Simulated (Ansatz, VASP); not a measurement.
# Si7Ge: VASP beside Ansatz, part 3 of 3

Wanted: the spread between two codes on one cell, functional and k mesh. The cell is generated by rule, not measured, and may not be a known phase. The cell is taken from a series of runs on this material, whose earlier steps may have relaxed, scaled, displaced or heated it; both programs get it as it stands.

VASP 6.6.1 and Ansatz 0.2.0.

So far: Starting point; VASP: relaxation of cell and atoms, PBEsol, pair 1; Ansatz: relaxation of cell and atoms, PBEsol, pair 1; Differences; Ansatz: relaxation of cell and atoms, PBEsol, pair 2.

### 6. VASP: relaxation of cell and atoms, PBEsol, pair 2

Level of this step: PBEsol; plane waves and PAW (Si, Ge_d); invented cell (VASP).

The same cell, functional and mesh now go to VASP, with its own data sets.

INCAR reads:

```
SYSTEM = Si7Ge
PREC = Accurate
ENCUT = 500
EDIFF = 1E-07
NELM = 120
ISMEAR = 0
SIGMA = 0.01
LREAL = .FALSE.
ALGO = Normal
GGA = PS
NBANDS = 29
LORBIT = 11
LWAVE = .FALSE.
LCHARG = .FALSE.
ISIF = 3
ISYM = 2
IBRION = 2
NSW = 80
EDIFFG = -0.005
LASPH = .TRUE.
GGA_COMPAT = .FALSE.
NELMIN = 4
EFERMI = MIDGAP
KPAR = 2
```

POSCAR reads:

```
Si7Ge
1.0
    5.4591540000      0.0000000000      0.0000000000
    0.0000000000      5.4591540000      0.0000000000
    0.0000000000      0.0000000000      5.4591540000
Si Ge
7 1
Direct
    0.5000000000      0.5000000000      0.0000000000
    0.5000000000      0.0000000000      0.5000000000
    0.0000000000      0.5000000000      0.5000000000
    0.2526156983      0.2526156983      0.2526156983
    0.7473843017      0.7473843017      0.2526156983
    0.7473843017      0.2526156983      0.7473843017
    0.2526156983      0.7473843017      0.7473843017
    0.0000000000      0.0000000000      0.0000000000
```

KPOINTS reads:

```
Points of the shifted mesh
216
Reciprocal
 0.0833333333  0.0833333333  0.0833333333 1
 0.0833333333  0.0833333333  0.2500000000 1
 0.0833333333  0.0833333333  0.4166666667 1
 0.0833333333  0.0833333333  0.5833333333 1
 0.0833333333  0.0833333333  0.7500000000 1
 0.0833333333  0.0833333333  0.9166666667 1
 0.0833333333  0.2500000000  0.0833333333 1
 0.0833333333  0.2500000000  0.2500000000 1
 0.0833333333  0.2500000000  0.4166666667 1
 0.0833333333  0.2500000000  0.5833333333 1
 0.0833333333  0.2500000000  0.7500000000 1
 0.0833333333  0.2500000000  0.9166666667 1
 0.0833333333  0.4166666667  0.0833333333 1
 0.0833333333  0.4166666667  0.2500000000 1
 0.0833333333  0.4166666667  0.4166666667 1
 0.0833333333  0.4166666667  0.5833333333 1
 0.0833333333  0.4166666667  0.7500000000 1
 0.0833333333  0.4166666667  0.9166666667 1
 0.0833333333  0.5833333333  0.0833333333 1
 0.0833333333  0.5833333333  0.2500000000 1
 0.0833333333  0.5833333333  0.4166666667 1
 0.0833333333  0.5833333333  0.5833333333 1
 0.0833333333  0.5833333333  0.7500000000 1
 0.0833333333  0.5833333333  0.9166666667 1
 0.0833333333  0.7500000000  0.0833333333 1
 0.0833333333  0.7500000000  0.2500000000 1
 0.0833333333  0.7500000000  0.4166666667 1
 0.0833333333  0.7500000000  0.5833333333 1
 0.0833333333  0.7500000000  0.7500000000 1
 0.0833333333  0.7500000000  0.9166666667 1
 0.0833333333  0.9166666667  0.0833333333 1
 0.0833333333  0.9166666667  0.2500000000 1
 0.0833333333  0.9166666667  0.4166666667 1
 0.0833333333  0.9166666667  0.5833333333 1
 0.0833333333  0.9166666667  0.7500000000 1
 0.0833333333  0.9166666667  0.9166666667 1
 0.2500000000  0.0833333333  0.0833333333 1
 0.2500000000  0.0833333333  0.2500000000 1
 0.2500000000  0.0833333333  0.4166666667 1
 0.2500000000  0.0833333333  0.5833333333 1
 0.2500000000  0.0833333333  0.7500000000 1
 0.2500000000  0.0833333333  0.9166666667 1
 0.2500000000  0.2500000000  0.0833333333 1
 0.2500000000  0.2500000000  0.2500000000 1
 0.2500000000  0.2500000000  0.4166666667 1
 0.2500000000  0.2500000000  0.5833333333 1
 0.2500000000  0.2500000000  0.7500000000 1
 0.2500000000  0.2500000000  0.9166666667 1
 0.2500000000  0.4166666667  0.0833333333 1
 0.2500000000  0.4166666667  0.2500000000 1
 0.2500000000  0.4166666667  0.4166666667 1
 0.2500000000  0.4166666667  0.5833333333 1
 0.2500000000  0.4166666667  0.7500000000 1
 0.2500000000  0.4166666667  0.9166666667 1
 0.2500000000  0.5833333333  0.0833333333 1
 0.2500000000  0.5833333333  0.2500000000 1
 0.2500000000  0.5833333333  0.4166666667 1
 0.2500000000  0.5833333333  0.5833333333 1
 0.2500000000  0.5833333333  0.7500000000 1
 0.2500000000  0.5833333333  0.9166666667 1
 0.2500000000  0.7500000000  0.0833333333 1
 0.2500000000  0.7500000000  0.2500000000 1
 0.2500000000  0.7500000000  0.4166666667 1
 0.2500000000  0.7500000000  0.5833333333 1
 0.2500000000  0.7500000000  0.7500000000 1
 0.2500000000  0.7500000000  0.9166666667 1
 0.2500000000  0.9166666667  0.0833333333 1
 0.2500000000  0.9166666667  0.2500000000 1
 0.2500000000  0.9166666667  0.4166666667 1
 0.2500000000  0.9166666667  0.5833333333 1
 0.2500000000  0.9166666667  0.7500000000 1
 0.2500000000  0.9166666667  0.9166666667 1
 0.4166666667  0.0833333333  0.0833333333 1
 0.4166666667  0.0833333333  0.2500000000 1
 0.4166666667  0.0833333333  0.4166666667 1
 0.4166666667  0.0833333333  0.5833333333 1
 0.4166666667  0.0833333333  0.7500000000 1
 0.4166666667  0.0833333333  0.9166666667 1
 0.4166666667  0.2500000000  0.0833333333 1
 0.4166666667  0.2500000000  0.2500000000 1
 0.4166666667  0.2500000000  0.4166666667 1
 0.4166666667  0.2500000000  0.5833333333 1
 0.4166666667  0.2500000000  0.7500000000 1
 0.4166666667  0.2500000000  0.9166666667 1
 0.4166666667  0.4166666667  0.0833333333 1
 0.4166666667  0.4166666667  0.2500000000 1
 0.4166666667  0.4166666667  0.4166666667 1
 0.4166666667  0.4166666667  0.5833333333 1
 0.4166666667  0.4166666667  0.7500000000 1
 0.4166666667  0.4166666667  0.9166666667 1
 0.4166666667  0.5833333333  0.0833333333 1
 0.4166666667  0.5833333333  0.2500000000 1
 0.4166666667  0.5833333333  0.4166666667 1
 0.4166666667  0.5833333333  0.5833333333 1
 0.4166666667  0.5833333333  0.7500000000 1
 0.4166666667  0.5833333333  0.9166666667 1
 0.4166666667  0.7500000000  0.0833333333 1
 0.4166666667  0.7500000000  0.2500000000 1
 0.4166666667  0.7500000000  0.4166666667 1
 0.4166666667  0.7500000000  0.5833333333 1
 0.4166666667  0.7500000000  0.7500000000 1
 0.4166666667  0.7500000000  0.9166666667 1
 0.4166666667  0.9166666667  0.0833333333 1
 0.4166666667  0.9166666667  0.2500000000 1
 0.4166666667  0.9166666667  0.4166666667 1
 0.4166666667  0.9166666667  0.5833333333 1
 0.4166666667  0.9166666667  0.7500000000 1
 0.4166666667  0.9166666667  0.9166666667 1
 0.5833333333  0.0833333333  0.0833333333 1
 0.5833333333  0.0833333333  0.2500000000 1
 0.5833333333  0.0833333333  0.4166666667 1
 0.5833333333  0.0833333333  0.5833333333 1
 0.5833333333  0.0833333333  0.7500000000 1
 0.5833333333  0.0833333333  0.9166666667 1
 0.5833333333  0.2500000000  0.0833333333 1
 0.5833333333  0.2500000000  0.2500000000 1
 0.5833333333  0.2500000000  0.4166666667 1
 0.5833333333  0.2500000000  0.5833333333 1
 0.5833333333  0.2500000000  0.7500000000 1
 0.5833333333  0.2500000000  0.9166666667 1
 0.5833333333  0.4166666667  0.0833333333 1
 0.5833333333  0.4166666667  0.2500000000 1
 0.5833333333  0.4166666667  0.4166666667 1
 0.5833333333  0.4166666667  0.5833333333 1
 0.5833333333  0.4166666667  0.7500000000 1
 0.5833333333  0.4166666667  0.9166666667 1
 0.5833333333  0.5833333333  0.0833333333 1
 0.5833333333  0.5833333333  0.2500000000 1
 0.5833333333  0.5833333333  0.4166666667 1
 0.5833333333  0.5833333333  0.5833333333 1
 0.5833333333  0.5833333333  0.7500000000 1
 0.5833333333  0.5833333333  0.9166666667 1
 0.5833333333  0.7500000000  0.0833333333 1
 0.5833333333  0.7500000000  0.2500000000 1
 0.5833333333  0.7500000000  0.4166666667 1
 0.5833333333  0.7500000000  0.5833333333 1
 0.5833333333  0.7500000000  0.7500000000 1
 0.5833333333  0.7500000000  0.9166666667 1
 0.5833333333  0.9166666667  0.0833333333 1
 0.5833333333  0.9166666667  0.2500000000 1
 0.5833333333  0.9166666667  0.4166666667 1
 0.5833333333  0.9166666667  0.5833333333 1
 0.5833333333  0.9166666667  0.7500000000 1
 0.5833333333  0.9166666667  0.9166666667 1
 0.7500000000  0.0833333333  0.0833333333 1
 0.7500000000  0.0833333333  0.2500000000 1
 0.7500000000  0.0833333333  0.4166666667 1
 0.7500000000  0.0833333333  0.5833333333 1
 0.7500000000  0.0833333333  0.7500000000 1
 0.7500000000  0.0833333333  0.9166666667 1
 0.7500000000  0.2500000000  0.0833333333 1
 0.7500000000  0.2500000000  0.2500000000 1
 0.7500000000  0.2500000000  0.4166666667 1
 0.7500000000  0.2500000000  0.5833333333 1
 0.7500000000  0.2500000000  0.7500000000 1
 0.7500000000  0.2500000000  0.9166666667 1
 0.7500000000  0.4166666667  0.0833333333 1
 0.7500000000  0.4166666667  0.2500000000 1
 0.7500000000  0.4166666667  0.4166666667 1
 0.7500000000  0.4166666667  0.5833333333 1
 0.7500000000  0.4166666667  0.7500000000 1
 0.7500000000  0.4166666667  0.9166666667 1
 0.7500000000  0.5833333333  0.0833333333 1
 0.7500000000  0.5833333333  0.2500000000 1
 0.7500000000  0.5833333333  0.4166666667 1
 0.7500000000  0.5833333333  0.5833333333 1
 0.7500000000  0.5833333333  0.7500000000 1
 0.7500000000  0.5833333333  0.9166666667 1
 0.7500000000  0.7500000000  0.0833333333 1
 0.7500000000  0.7500000000  0.2500000000 1
 0.7500000000  0.7500000000  0.4166666667 1
 0.7500000000  0.7500000000  0.5833333333 1
 0.7500000000  0.7500000000  0.7500000000 1
 0.7500000000  0.7500000000  0.9166666667 1
 0.7500000000  0.9166666667  0.0833333333 1
 0.7500000000  0.9166666667  0.2500000000 1
 0.7500000000  0.9166666667  0.4166666667 1
 0.7500000000  0.9166666667  0.5833333333 1
 0.7500000000  0.9166666667  0.7500000000 1
 0.7500000000  0.9166666667  0.9166666667 1
 0.9166666667  0.0833333333  0.0833333333 1
 0.9166666667  0.0833333333  0.2500000000 1
 0.9166666667  0.0833333333  0.4166666667 1
 0.9166666667  0.0833333333  0.5833333333 1
 0.9166666667  0.0833333333  0.7500000000 1
 0.9166666667  0.0833333333  0.9166666667 1
 0.9166666667  0.2500000000  0.0833333333 1
 0.9166666667  0.2500000000  0.2500000000 1
 0.9166666667  0.2500000000  0.4166666667 1
 0.9166666667  0.2500000000  0.5833333333 1
 0.9166666667  0.2500000000  0.7500000000 1
 0.9166666667  0.2500000000  0.9166666667 1
 0.9166666667  0.4166666667  0.0833333333 1
 0.9166666667  0.4166666667  0.2500000000 1
 0.9166666667  0.4166666667  0.4166666667 1
 0.9166666667  0.4166666667  0.5833333333 1
 0.9166666667  0.4166666667  0.7500000000 1
 0.9166666667  0.4166666667  0.9166666667 1
 0.9166666667  0.5833333333  0.0833333333 1
 0.9166666667  0.5833333333  0.2500000000 1
 0.9166666667  0.5833333333  0.4166666667 1
 0.9166666667  0.5833333333  0.5833333333 1
 0.9166666667  0.5833333333  0.7500000000 1
 0.9166666667  0.5833333333  0.9166666667 1
 0.9166666667  0.7500000000  0.0833333333 1
 0.9166666667  0.7500000000  0.2500000000 1
 0.9166666667  0.7500000000  0.4166666667 1
 0.9166666667  0.7500000000  0.5833333333 1
 0.9166666667  0.7500000000  0.7500000000 1
 0.9166666667  0.7500000000  0.9166666667 1
 0.9166666667  0.9166666667  0.0833333333 1
 0.9166666667  0.9166666667  0.2500000000 1
 0.9166666667  0.9166666667  0.4166666667 1
 0.9166666667  0.9166666667  0.5833333333 1
 0.9166666667  0.9166666667  0.7500000000 1
 0.9166666667  0.9166666667  0.9166666667 1
```

Potentials, in the order of the species: Si and Ge_d (PBE family, release 64).

Launch:

```bash
$ mpirun -np 2 vasp_std
```

Numbers of over 12 decimals in the logs are rounded to 6 here.

What it wrote:

```text
[banner, memory and clock lines left out]
running    2 mpi-ranks, on    1 nodes
[...]
[... a notice as in an earlier step ...]

 LDA part: xc-table for (Slater+PW92), standard interpolation
 POSCAR, INCAR and KPOINTS ok, starting setup
[...]
entering main loop
       N       E                     dE             d eps       ncg     rms          rms(c)
DAV:   1     0.223761382758E+03    0.22376E+03   -0.17273E+04 15756   0.178E+03
DAV:   2    -0.127467326355E+02   -0.23651E+03   -0.22500E+03 13809   0.473E+02
DAV:   3    -0.445744495174E+02   -0.31828E+02   -0.31162E+02 15060   0.106E+02
DAV:   4    -0.459477918271E+02   -0.13733E+01   -0.13691E+01 16630   0.244E+01
[...]
DAV:  11    -0.451288359629E+02   -0.22302E-04   -0.46326E-05 15472   0.445E-02    0.482E-03
DAV:  12    -0.451288363213E+02   -0.35837E-06   -0.21695E-06 16594   0.111E-02    0.326E-03
DAV:  13    -0.451288363220E+02   -0.78990E-09   -0.27626E-07 13228   0.389E-03
   1 F= -.45128836E+02 E0= -.45128836E+02  d E =-.451288E+02
[...]
N       E                     dE             d eps       ncg     rms          rms(c)
DAV:   1    -0.451290655974E+02   -0.22928E-03   -0.36078E-03 18084   0.678E-01    0.823E-02
DAV:   2    -0.451289202978E+02    0.14530E-03   -0.24715E-04 17764   0.202E-01    0.435E-02
DAV:   3    -0.451288679776E+02    0.52320E-04   -0.11886E-04 16797   0.123E-01    0.108E-02
DAV:   4    -0.451288648544E+02    0.31231E-05   -0.60096E-06 18400   0.282E-02    0.804E-03
DAV:   5    -0.451288630470E+02    0.18075E-05   -0.13632E-06 15845   0.124E-02    0.312E-03
DAV:   6    -0.451288627835E+02    0.26348E-06   -0.76044E-08  8849   0.315E-03    0.112E-03
DAV:   7    -0.451288626538E+02    0.12964E-06   -0.22371E-08  8359   0.148E-03    0.230E-04
DAV:   8    -0.451288626734E+02   -0.19527E-07   -0.51247E-09  8164   0.807E-04
   2 F= -.45128863E+02 E0= -.45128863E+02  d E =-.263513E-04
 trial-energy change:   -0.000026  1 .order   -0.000028   -0.000092    0.000036
 step:   0.7023(harm=  0.7184)  dis= 0.00023  next Energy=   -45.128868 (dE=-0.318E-04)
 reached required accuracy - stopping structural energy minimisation
```

Parts of OUTCAR (step 6):

```text
  Total       -0.0380202     -0.0380202     -0.0380202      0.0000000      0.0000000      0.0000000
  in kB       -0.3740039     -0.3740039     -0.3740039      0.0000000      0.0000000      0.0000000
  external PRESSURE =      -0.3740039 kB  Pullay stress =       0.0000000 kB

 POSITION                                       TOTAL-FORCE (eV/Angst)
 -----------------------------------------------------------------------------------
      2.73057      2.73057     -0.00000         0.000000      0.000000      0.000000
      2.73057      5.46113      2.73057        -0.000000      0.000000     -0.000000
      0.00000      2.73057      2.73057        -0.000000      0.000000      0.000000
      1.37924      1.37924      1.37924        -0.001340     -0.001340     -0.001340
      4.08189      4.08189      1.37924         0.001340      0.001340     -0.001340
      4.08189      1.37924      4.08189         0.001340     -0.001340      0.001340
      1.37924      4.08189      4.08189        -0.001340      0.001340      0.001340
      0.00000      5.46113     -0.00000         0.000000      0.000000     -0.000000
 -----------------------------------------------------------------------------------
    total drift:                               -0.000000     -0.000000     -0.000000

  FREE ENERGIE OF THE ION-ELECTRON SYSTEM (eV)
  ---------------------------------------------------
  free  energy   TOTEN  =       -45.1288626734 eV

  energy  without entropy=      -45.1288626734  energy(sigma->0) =      -45.12886267

[... 2 parts as in an earlier step ...]

[... 2 further parts left out ...]
[key lines of the parts left out:]
E-fermi :   5.8172
```

### 7. Side by side

What differs besides the data sets and the points named for the pairs above, as far as they apply: fixed occupations in Ansatz, narrow Gaussian smearing in VASP. Total energies have different zeros and are not compared.

Both answers:

```csv
quantity,Ansatz,VASP,difference
volume (Å³),162.68,162.87,-0.12 %
"edge a after relaxation, in the typed setting (Å)",5.459,5.461,-0.04 %
```

### 8. Summary of results

```json
{
 "difference in volume (relaxation of cell and atoms, PBEsol, pair 1)": "-0.064 %",
 "difference in volume (relaxation of cell and atoms, PBEsol, pair 2)": "-0.12 %"
}
```

What this shows: The difference in volume is -0.12 % (relaxation of cell and atoms, PBEsol, pair 2), within the 1.2 % picked in this series as the mark of a large difference, as far as the stopping tolerances let one tell. Such differences can come from data sets, numerical settings and the points named under the comparisons, not from the functional's error against experiment.

[Lines on the potential files, build, host, timing and source positions are cut from VASP's logs without a mark.]

[Logs are printed without paths, hosts, clocks, repeated set-up lines and the standing remarks that a program may print on its own settings, such as how far it seeks lower states.]

[Hosts, paths, dates, database ids (printed as entryN), source tags and the programs' standing remarks are cut or masked in the printed files.]
